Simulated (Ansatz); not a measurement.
Chalcopyrite CuInS2, treated with rVV10 (PAW; Ansatz, a quantum-chemistry and plane-wave program).

Numerical settings: plane-wave cutoff 500 eV, 10×10×10 k mesh, Fermi–Dirac smearing 0.05 eV, no spin polarisation, scalar-relativistic PAW data made under PBE.

Computed at the level's own relaxed cell.

**Question.** What does this level give for the volume per atom, lattice parameter a and lattice parameter c?

**Answer.** 
volume per atom: 22.08 Å³/atom
lattice parameter a: 5.597 Å
lattice parameter c: 11.279 Å

Measured, for comparison: lattice constant a 5.523 Å, lattice parameter c 11.133 Å (298 K, no zero-point or thermal correction; as tabulated in Abstract on Scilit: Piezoelectric nonlinear optic CuGaS2 and CuInS2 crystal …). Computed (rounded) less measured: lattice constant a +1.3 %, lattice parameter c +1.3 %.

Spin–orbit coupling is not included.
